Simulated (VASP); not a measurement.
**Relaxed cell of GaN: a test of cutoff and mesh**

Aim: test the relaxed volume of GaN against cutoff and mesh. The starting structure is a measured crystal structure from the Crystallography Open Database. The first relaxation on each setting starts from this cell expanded by 3 % in volume.

Program: VASP 6.6.1. Level of theory: Kohn-Sham DFT with plane waves and PAW; PBEsol. Results are calculated unless marked as measured.

### 1. The starting structure

It takes space group P6_3mc (No. 186, hexagonal). The conventional cell has a = 3.197 Å, b = 3.197 Å, c = 5.207 Å, α = 90.00°, β = 90.00°, γ = 120.00°. Nearest to Ga lie 4 N at 1.95 to 1.97 Å. Nearest to N lie 4 Ga at 1.95 to 1.97 Å. Farther neighbours and most contacts between anions are not listed.

As a file:

```xyz
4
Lattice="3.1972 0.0000 0.0000 -1.5986 2.7689 0.0000 0.0000 0.0000 5.2070" Properties=species:S:1:pos:R:3 pbc="T T T"
Ga    0.0000    1.8459    0.4749
Ga    1.5986    0.9230    3.0784
N     0.0000    1.8459    2.4410
N     1.5986    0.9230    5.0445
```

### 2. Reference relaxation

This run starts from the cell of an earlier relaxation, which isn't shown; the restart sets up the plane waves anew.

INCAR

```
SYSTEM = GaN
PREC = Accurate
ENCUT = 520
EDIFF = 1E-06
NELM = 100
ISMEAR = 0
SIGMA = 0.03
LREAL = .FALSE.
ALGO = Normal
GGA = PS
NBANDS = 24
LORBIT = 11
LWAVE = .FALSE.
LCHARG = .FALSE.
KPAR = 8
IBRION = 2
NSW = 50
ISIF = 3
EDIFFG = -0.006
```

POSCAR

```
GaN
1.0
    3.1809055723      0.0000000000      0.0000000000
   -1.5904527861      2.7547450326      0.0000000000
    0.0000000000      0.0000000000      5.1813694618
Ga N
2 2
Direct
    0.3333333333      0.6666666667      0.0916495539
    0.6666666667      0.3333333333      0.5916495539
    0.3333333333      0.6666666667      0.4683504461
    0.6666666667      0.3333333333      0.9683504461
```

KPOINTS

```
Automatic mesh
0
Gamma
9 9 4
0 0 0
```

The projector-augmented-wave data sets are Ga_d and N (PBE family, release 64).

Run with:

```console
mpirun -np 8 vasp_std
```

The log of the run:

```text
[banner, memory and clock lines left out]
running    8 mpi-ranks, on    1 nodes
 distrk:  each k-point on    1 cores,    8 groups
 distr:  one band on    1 cores,    1 groups

 POSCAR found type information on POSCAR GaN
 POSCAR found :  2 types and       4 ions
|                                                                             |
|           W    W    AA    RRRRR   N    N  II  N    N   GGGG   !!!           |
|           W    W   A  A   R    R  NN   N  II  NN   N  G    G  !!!           |
|           W    W  A    A  R    R  N N  N  II  N N  N  G       !!!           |
|           W WW W  AAAAAA  RRRRR   N  N N  II  N  N N  G  GGG   !            |
|           WW  WW  A    A  R   R   N   NN  II  N   NN  G    G                |
|           W    W  A    A  R    R  N    N  II  N    N   GGGG   !!!           |
|                                                                             |
|     For optimal performance we recommend to set                             |
|       NCORE = 2 up to number-of-cores-per-socket                            |
|     NCORE specifies how many cores store one orbital (NPAR=cpu/NCORE).      |
|     This setting can greatly improve the performance of VASP for DFT.       |
|     The default, NCORE=1 might be grossly inefficient on modern             |
|     multi-core architectures or massively parallel machines. Do your        |
|     Unfortunately you need to use the default for GW and RPA                |
|     calculations (for HF NCORE is supported but not extensively tested      |
|     yet).                                                                   |
|                                                                             |

|                                                                             |
|               ----> ADVICE to this user running VASP <----                  |
|                                                                             |
|     You enforced a specific xc type in the INCAR file but a different       |
|     [... a line on the potential file left out ...]
|     I HOPE YOU KNOW WHAT YOU ARE DOING!                                     |
|                                                                             |

 LDA part: xc-table for (Slater+PW92), standard interpolation
 POSCAR, INCAR and KPOINTS ok, starting setup
 FFT: planning ... GRIDC
 FFT: planning ... GRID_SOFT
 FFT: planning ... GRID
 WAVECAR not read
 entering main loop
       N       E                     dE             d eps       ncg     rms          rms(c)
DAV:   1     0.269910697073E+03    0.26991E+03   -0.18171E+04  1904   0.281E+03
DAV:   2     0.286242920978E+01   -0.26705E+03   -0.25553E+03  1936   0.521E+02
DAV:   3    -0.289288223278E+02   -0.31791E+02   -0.31531E+02  2096   0.144E+02
DAV:   4    -0.299040277383E+02   -0.97521E+00   -0.97351E+00  2184   0.281E+01
DAV:   5    -0.299193634249E+02   -0.15336E-01   -0.15334E-01  2080   0.321E+00    0.102E+01
DAV:   6    -0.262520508772E+02    0.36673E+01   -0.11008E+01  3008   0.527E+01    0.307E+00
DAV:   7    -0.263169138026E+02   -0.64863E-01   -0.13980E+00  1832   0.899E+00    0.264E+00
DAV:   8    -0.262934069779E+02    0.23507E-01   -0.22827E-01  2928   0.629E+00    0.975E-01
DAV:   9    -0.262715456768E+02    0.21861E-01   -0.84490E-02  2896   0.477E+00    0.310E-01
DAV:  10    -0.262723140468E+02   -0.76837E-03   -0.46424E-03  1992   0.643E-01    0.804E-02
DAV:  11    -0.262721313536E+02    0.18269E-03   -0.12142E-03  2728   0.636E-01    0.362E-02
DAV:  12    -0.262721443264E+02   -0.12973E-04   -0.13398E-04  1864   0.817E-02    0.438E-02
DAV:  13    -0.262721622365E+02   -0.17910E-04   -0.21596E-05  2416   0.438E-02    0.728E-02
DAV:  14    -0.262721974662E+02   -0.35230E-04   -0.34297E-05  2648   0.542E-02    0.116E-01
DAV:  15    -0.262721444863E+02    0.52980E-04   -0.44521E-04  2912   0.246E-01    0.463E-02
DAV:  16    -0.262721600005E+02   -0.15514E-04   -0.57872E-05  2192   0.558E-02    0.774E-02
DAV:  17    -0.262721443373E+02    0.15663E-04   -0.16020E-05  2072   0.499E-02    0.461E-02
DAV:  18    -0.262721387454E+02    0.55919E-05   -0.13437E-05  2720   0.333E-02    0.215E-02
DAV:  19    -0.262721377761E+02    0.96930E-06   -0.39788E-06  1976   0.187E-02
   1 F= -.26272138E+02 E0= -.26272138E+02  d E =-.262721E+02
 curvature:   0.00 expect dE= 0.000E+00 dE for cont linesearch  0.000E+00
 trial: gam= 0.00000 g(F)=  0.140E-05 g(S)=  0.970E-05 ort = 0.000E+00 (trialstep = 0.100E+01)
 search vector abs. value=  0.111E-04
 bond charge predicted
       N       E                     dE             d eps       ncg     rms          rms(c)
DAV:   1    -0.262722042997E+02   -0.65554E-04   -0.12509E-03  2352   0.641E-01    0.511E-02
DAV:   2    -0.262721581682E+02    0.46132E-04   -0.16498E-04  2360   0.260E-01    0.248E-02
DAV:   3    -0.262721419619E+02    0.16206E-04   -0.26204E-05  2840   0.112E-01    0.571E-03
DAV:   4    -0.262721409028E+02    0.10591E-05   -0.76229E-06  1880   0.253E-02    0.197E-03
DAV:   5    -0.262721408573E+02    0.45429E-07   -0.39845E-07   992   0.652E-03
   2 F= -.26272141E+02 E0= -.26272141E+02  d E =-.308126E-05
 trial-energy change:   -0.000003  1 .order   -0.000002   -0.000011    0.000008
 step:   0.5934(harm=  0.5934)  dis= 0.00008  next Energy=   -26.272141 (dE=-0.329E-05)
 reached required accuracy - stopping structural energy minimisation
```

The job ended after 6.4 s (8 MPI ranks of Intel Xeon 6975P-C (Granite Rapids), shared host; peak memory 1.5 GiB; 37 s of CPU time).

The logs omit lines about the potential files and the build; timing stands in the text.

OUTCAR, selected parts (step 2):

```text
ion  position               nearest neighbor table
   1  0.333  0.667  0.092-   4 1.94   4 1.94   4 1.94   3 1.95
   2  0.667  0.333  0.592-   3 1.94   3 1.94   3 1.94   4 1.95
   3  0.333  0.667  0.468-   2 1.94   2 1.94   2 1.94   1 1.95
   4  0.667  0.333  0.968-   1 1.94   1 1.94   1 1.94   2 1.95

  LATTYP: Found a hexagonal cell.
 ALAT       =     3.1809055723
 C/A-ratio  =     1.6288976029

 Subroutine GETGRP returns: Found 12 space group operations
 (whereof  6 operations were pure point group operations)

The static configuration has the point symmetry C_3v.
 The point group associated with its full space group is C_6v.

 Found     36 irreducible k-points:

   k-points           NKPTS =     36   k-points in BZ     NKDIM =     36   number of bands    NBANDS=     24

   dimension x,y,z NGX =    24 NGY =   24 NGZ =   40
   dimension x,y,z NGXF=    48 NGYF=   48 NGZF=   80

   ENCUT  =  520.0 eV  38.22 Ry    6.18 a.u.   5.91  5.91  9.63*2*pi/ulx,y,z

   NELECT =      36.0000    total number of electrons

 k-points in reciprocal lattice and weights: Automatic mesh
   0.00000000  0.00000000  0.00000000       0.003
   0.11111111  0.00000000  0.00000000       0.019
   0.22222222  0.00000000  0.00000000       0.019
   0.33333333 -0.00000000  0.00000000       0.019
   0.44444444  0.00000000  0.00000000       0.019
   0.11111111  0.11111111  0.00000000       0.019
   0.22222222  0.11111111  0.00000000       0.037
   0.33333333  0.11111111  0.00000000       0.037
   0.44444444  0.11111111  0.00000000       0.019
[...]
0.33333333  0.22222222  0.50000000       0.037
   0.33333333  0.33333333  0.50000000       0.006

 average (electrostatic) potential at core
       1 -63.2462       2 -63.2462       3 -62.0890       4 -62.0890

 E-fermi :   5.4404

 k-point     1 :       0.0000    0.0000    0.0000
  band No.  band energies     occupation
    ...
     14       4.1993      2.00000
     15       4.1993      2.00000
     16       5.2062      2.00000
     17       5.2498      2.00000
     18       5.2498      2.00000
     19       7.1541      0.00000
     20       9.4717      0.00000
     21      14.3742      0.00000
     22      15.0797      0.00000
     23      15.0797      0.00000
    ...

 k-point     2 :       0.1111    0.0000    0.0000
  band No.  band energies     occupation
    ...
     14       3.3206      2.00000
     15       3.9446      2.00000
     16       4.2674      2.00000
     17       5.0817      2.00000
     18       5.1374      2.00000
     19       8.0410      0.00000
     20      10.1949      0.00000
     21      13.9525      0.00000
     22      14.3819      0.00000
     23      15.3939      0.00000
    ...

 k-point     3 :       0.2222    0.0000    0.0000
  band No.  band energies     occupation
    ...
     14       1.6084      2.00000
     15       2.7394      2.00000
     16       3.3817      2.00000
     17       4.6742      2.00000
     18       4.8335      2.00000
     19       9.2515      0.00000
     20      11.1061      0.00000
     21      12.7757      0.00000
     22      13.8097      0.00000
     23      15.3664      0.00000
    ...

  Total       -0.0205088     -0.0205088     -0.0196978     -0.0000000     -0.0000000      0.0000000
  in kB       -0.7234094     -0.7234094     -0.6948036     -0.0000000     -0.0000000      0.0000000
  external PRESSURE =      -0.7138741 kB  Pullay stress =       0.0000000 kB

  energy-cutoff  :      520.00
  volume of cell :       45.42
      direct lattice vectors                 reciprocal lattice vectors
     3.181071172  0.000000000  0.000000000     0.314359518  0.181495552  0.000000000
    -1.590535586  2.754888446  0.000000000    -0.000000000  0.362991105  0.000000000
     0.000000000  0.000000000  5.183099776     0.000000000 -0.000000000  0.192934739

 POSITION                                       TOTAL-FORCE (eV/Angst)
 -----------------------------------------------------------------------------------
     -0.00000      1.83659      0.47516        -0.000000     -0.000000      0.002139
      1.59054      0.91830      3.06671        -0.000000      0.000000      0.002139
     -0.00000      1.83659      2.42738         0.000000      0.000000     -0.002139
      1.59054      0.91830      5.01893         0.000000     -0.000000     -0.002139
 -----------------------------------------------------------------------------------
    total drift:                               -0.000001     -0.000002     -0.000389

  FREE ENERGIE OF THE ION-ELECTRON SYSTEM (eV)
  ---------------------------------------------------
  free  energy   TOTEN  =       -26.2721408573 eV

  energy  without entropy=      -26.2721408573  energy(sigma->0) =      -26.27214086

 reached required accuracy - stopping structural energy minimisation

 total charge
# of ion       s       p       d       tot
------------------------------------------
    1        0.790   0.910  10.184  11.885
    2        0.790   0.910  10.184  11.885
    3        1.217   2.512   0.000   3.729
    4        1.217   2.512   0.000   3.729
--------------------------------------------------
tot          4.015   6.845  20.369  31.228

[... 3 further parts left out ...]
```

CONTCAR:

```
GaN
   1.00000000000000
     3.1810711723757956    0.0000000000000030    0.0000000000000000
    -1.5905355861378925    2.7548884464724983    0.0000000000000000
     0.0000000000000000    0.0000000000000000    5.1830997757985395
  Ga              N
     2     2
Direct
     0.3333333332999970    0.6666666667000030    0.0916746119892367
     0.6666666667000030    0.3333333332999970    0.5916746119892367
     0.3333333332999970    0.6666666667000030    0.4683253880107585
     0.6666666667000030    0.3333333332999970    0.9683253880107585
```

The PAW data sets were made with PBE, which is usual practice but a small mismatch for other functionals. The run keeps the 12 symmetry operations of its start, so it cannot find a distortion of lower symmetry.

The reference relaxation ends at 11.356 Å³ an atom. Pressures at 0.985 and 1.015 times this volume, from two more relaxations that aren't shown, give a bulk modulus of 188.3 GPa.

### 3. Relaxation with a cutoff of 400 eV

Against step 2 the input has ENCUT = 400. This run starts from the cell of an earlier relaxation, which isn't shown; the restart sets up the plane waves anew.

INCAR: that of step 2 with these lines changed.

```diff
@@ -2,3 +2,3 @@
 PREC = Accurate
-ENCUT = 520
+ENCUT = 400
 EDIFF = 1E-06
```

POSCAR

```
GaN
1.0
    3.1675466002      0.0000000000      0.0000000000
   -1.5837733001      2.7431758234      0.0000000000
    0.0000000000      0.0000000000      5.1610217633
Ga N
2 2
Direct
    0.3333333333      0.6666666667      0.0917223963
    0.6666666667      0.3333333333      0.5917223963
    0.3333333333      0.6666666667      0.4682776037
    0.6666666667      0.3333333333      0.9682776037
```

KPOINTS is that of step 2.

Run with:

```console
mpirun -np 8 vasp_std
```

The log of the run:

```text
[banner, memory and clock lines left out]
running    8 mpi-ranks, on    1 nodes
[...]
[... a notice as in an earlier step ...]

 [... a notice as in an earlier step ...]

 LDA part: xc-table for (Slater+PW92), standard interpolation
 POSCAR, INCAR and KPOINTS ok, starting setup
[...]
entering main loop
       N       E                     dE             d eps       ncg     rms          rms(c)
DAV:   1     0.247299889746E+03    0.24730E+03   -0.15522E+04  1864   0.239E+03
DAV:   2    -0.370865209380E+00   -0.24767E+03   -0.23625E+03  1928   0.470E+02
DAV:   3    -0.290160824967E+02   -0.28645E+02   -0.28442E+02  1984   0.133E+02
DAV:   4    -0.299023857747E+02   -0.88630E+00   -0.88451E+00  2312   0.258E+01
[...]
DAV:  11    -0.262670601770E+02    0.18939E-03   -0.11186E-03  2768   0.622E-01    0.390E-02
DAV:  12    -0.262670745819E+02   -0.14405E-04   -0.12558E-04  1848   0.742E-02    0.517E-02
DAV:  13    -0.262670755777E+02   -0.99581E-06   -0.17600E-06  1808   0.203E-02
[...]
DAV:   6    -0.262671160490E+02    0.13431E-03   -0.11524E-04  2600   0.115E-01    0.195E-03
DAV:   7    -0.262671164276E+02   -0.37863E-06   -0.44863E-06  1816   0.172E-02
   2 F= -.26267116E+02 E0= -.26267116E+02  d E =-.408499E-04
 trial-energy change:   -0.000041  1 .order    0.000253   -0.003166    0.003671
 step:   0.5273(harm=  0.4630)  dis= 0.00000  next Energy=   -26.267953 (dE=-0.878E-03)
[...]
N       E                     dE             d eps       ncg     rms          rms(c)
DAV:   1    -0.262751398403E+02   -0.80238E-02   -0.10090E-01  2048   0.707E+00    0.519E-01
DAV:   2    -0.262696989540E+02    0.54409E-02   -0.12483E-02  2320   0.279E+00    0.248E-01
DAV:   3    -0.262681209078E+02    0.15780E-02   -0.28363E-03  2624   0.121E+00    0.505E-02
DAV:   4    -0.262680639723E+02    0.56936E-04   -0.37340E-04  1752   0.168E-01    0.426E-02
DAV:   5    -0.262680113052E+02    0.52667E-04   -0.28483E-05  2384   0.456E-02    0.269E-02
DAV:   6    -0.262679712810E+02    0.40024E-04   -0.32391E-05  2544   0.634E-02    0.170E-03
DAV:   7    -0.262679713297E+02   -0.48662E-07   -0.14984E-06  1576   0.922E-03
   3 F= -.26267971E+02 E0= -.26267971E+02  d E =-.895752E-03
[...]
reached required accuracy - stopping structural energy minimisation
```

The job ended after 6 s (8 MPI ranks; peak memory 1.4 GiB).

From OUTCAR (step 3):

```text
  Total        0.0020188      0.0020188      0.0022240      0.0000000      0.0000000     -0.0000000
  in kB        0.0725355      0.0725355      0.0799061      0.0000000      0.0000000     -0.0000000
  external PRESSURE =       0.0749923 kB  Pullay stress =       0.0000000 kB

 POSITION                                       TOTAL-FORCE (eV/Angst)
 -----------------------------------------------------------------------------------
     -0.00000      1.82528      0.47253         0.000000      0.000000      0.002291
      1.58074      0.91264      3.04836         0.000000      0.000000      0.002291
     -0.00000      1.82528      2.41240        -0.000000      0.000000     -0.002291
      1.58074      0.91264      4.98823        -0.000000     -0.000000     -0.002291
 -----------------------------------------------------------------------------------
    total drift:                               -0.000000     -0.000000      0.001863

  FREE ENERGIE OF THE ION-ELECTRON SYSTEM (eV)
  ---------------------------------------------------
  free  energy   TOTEN  =       -26.2679713297 eV

  energy  without entropy=      -26.2679713297  energy(sigma->0) =      -26.26797133

[... 2 parts as in an earlier step ...]

[... 2 further parts left out ...]
[key lines of the parts left out:]
E-fermi :   5.6594
```

With a cutoff of 400 eV the cell ends at 11.148 Å³ an atom, -1.83 % from the reference; the bulk modulus is 196.6 GPa against 188.3 GPa.

### 4. Relaxation with a 4×4×3 mesh

Against step 2 the input has a 4×4×3 mesh (also changed: KPAR and NCORE). This run starts from the cell of an earlier relaxation, which isn't shown; the restart sets up the plane waves anew.

INCAR: that of step 3 with these lines changed.

```diff
@@ -2,3 +2,3 @@
 PREC = Accurate
-ENCUT = 400
+ENCUT = 520
 EDIFF = 1E-06
@@ -14,3 +14,4 @@
 LCHARG = .FALSE.
-KPAR = 8
+KPAR = 4
+NCORE = 2
 IBRION = 2
```

POSCAR

```
GaN
1.0
    3.1829833952      0.0000000000      0.0000000000
   -1.5914916976      2.7565444801      0.0000000000
    0.0000000000      0.0000000000      5.1756186461
Ga N
2 2
Direct
    0.3333333333      0.6666666667      0.0915005243
    0.6666666667      0.3333333333      0.5915005243
    0.3333333333      0.6666666667      0.4684994757
    0.6666666667      0.3333333333      0.9684994757
```

KPOINTS

```
Automatic mesh
0
Gamma
4 4 3
0 0 0
```

Run with:

```console
mpirun -np 8 vasp_std
```

The log of the run:

```text
[banner, memory and clock lines left out]
running    8 mpi-ranks, on    1 nodes
[...]
[... a notice as in an earlier step ...]

 LDA part: xc-table for (Slater+PW92), standard interpolation
 POSCAR, INCAR and KPOINTS ok, starting setup
[...]
entering main loop
       N       E                     dE             d eps       ncg     rms          rms(c)
DAV:   1     0.255989761223E+03    0.25599E+03   -0.18198E+04   432   0.280E+03
DAV:   2     0.266674661839E+01   -0.25332E+03   -0.24213E+03   424   0.518E+02
DAV:   3    -0.290340219054E+02   -0.31701E+02   -0.31433E+02   488   0.143E+02
DAV:   4    -0.298802126020E+02   -0.84619E+00   -0.84554E+00   488   0.269E+01
[...]
DAV:  12    -0.262028022323E+02   -0.10758E-04   -0.11626E-04   424   0.788E-02    0.277E-02
DAV:  13    -0.262028006952E+02    0.15371E-05   -0.29744E-05   568   0.766E-02    0.178E-02
DAV:  14    -0.262028003900E+02    0.30522E-06   -0.54252E-06   440   0.211E-02
   1 F= -.26202800E+02 E0= -.26202800E+02  d E =-.262028E+02
[...]
reached required accuracy - stopping structural energy minimisation
```

Run time: 1.8 s. Hardware: 8 MPI ranks; peak memory 1.1 GiB.

OUTCAR, selected parts (step 4):

```text
  Total       -0.0067540     -0.0067540      0.0107946      0.0000000      0.0000000     -0.0000000
  in kB       -0.2382932     -0.2382932      0.3808526      0.0000000      0.0000000     -0.0000000
  external PRESSURE =      -0.0319113 kB  Pullay stress =       0.0000000 kB

 POSITION                                       TOTAL-FORCE (eV/Angst)
 -----------------------------------------------------------------------------------
     -0.00000      1.83770      0.47357        -0.000000      0.000000      0.004427
      1.59149      0.91885      3.06138         0.000000      0.000000      0.004427
     -0.00000      1.83770      2.42477        -0.000000      0.000000     -0.004427
      1.59149      0.91885      5.01258         0.000000     -0.000000     -0.004427
 -----------------------------------------------------------------------------------
    total drift:                               -0.000001     -0.000002      0.000674

  FREE ENERGIE OF THE ION-ELECTRON SYSTEM (eV)
  ---------------------------------------------------
  free  energy   TOTEN  =       -26.2028003900 eV

  energy  without entropy=      -26.2028003900  energy(sigma->0) =      -26.20280039

[... 1 part as in an earlier step ...]

[... 3 further parts left out ...]
[key lines of the parts left out:]
E-fermi :   5.4421
```

With a 4×4×3 mesh the cell ends at 11.353 Å³ an atom, -0.02 % from the reference; the bulk modulus is 189.4 GPa against 188.3 GPa.

[end of part 1 of 2]

[Lines on the potential files, build, host, timing and source positions are cut from VASP's logs without a mark.]

[Logs are printed without paths, hosts, clocks, repeated set-up lines and the standing remarks that a program may print on its own settings, such as how far it seeks lower states.]

[Hosts, paths, dates, database ids (printed as entryN), source tags and the programs' standing remarks are cut or masked in the printed files.]
